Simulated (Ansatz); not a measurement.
Runs of Ansatz 0.2.0 on TiSe. The structure is tetragonal, space group P4/nmm (No. 129). Conventional cell: a = 4.178 Å, b = 4.178 Å, c = 5.984 Å, α = 90.00°, β = 90.00°, γ = 90.00°. Around Se (site symmetry 4mm) lie 4 Ti at 2.53 Å. Around Ti (site symmetry -4m2) lie 4 Se at 2.53 Å. The cell comes from a database or a generator and needn't be the stable form of this composition.

| task | level | spin | k mesh | cutoff (eV) | points for each segment of the path | atoms under strain | gap on the mesh (eV) | pressure (GPa) | largest force (eV/Å) |
| --- | --- | --- | --- | --- | --- | --- | --- | --- | --- |
| phonons | PBEsol | off | 6 × 6 × 4 | 420 | - | - | none | - | - |
| density of states | PBEsol | off | 6 × 6 × 4 | 420 | - | - | none | -2.8 | (a) |
| band structure | PBEsol | SOC, no magnetisation | 7 × 7 × 5 | 420 | 14 | - | none | -2.8 | 0.34 |
| elastic constants | PBEsol | off | 6 × 6 × 4 | 420 | - | relaxed | none | -1.6 | - |

Alike in all rows: potentials or basis Ansatz PAW; cell as given; smearing fermi-dirac 0.05 eV.

Task: Estimate the missing entries.

Result: (a) 0.30.

Caveats: this functional lacks dispersion, which binds the layers, so the pressure and a relaxed spacing across them are unreliable; the PAW data sets come from PBE, with cores solved anew for the run's functional, which leaves a small shift of forces and pressure; the elastic tensor has a negative eigenvalue, so either the cell is unstable as it stands or the mesh is too thin (some runs).

A k mesh can miss the band edges, and rows without SOC leave out spin-orbit coupling on Se.

A gap of «none» marks a metal or a gap under the smearing width.
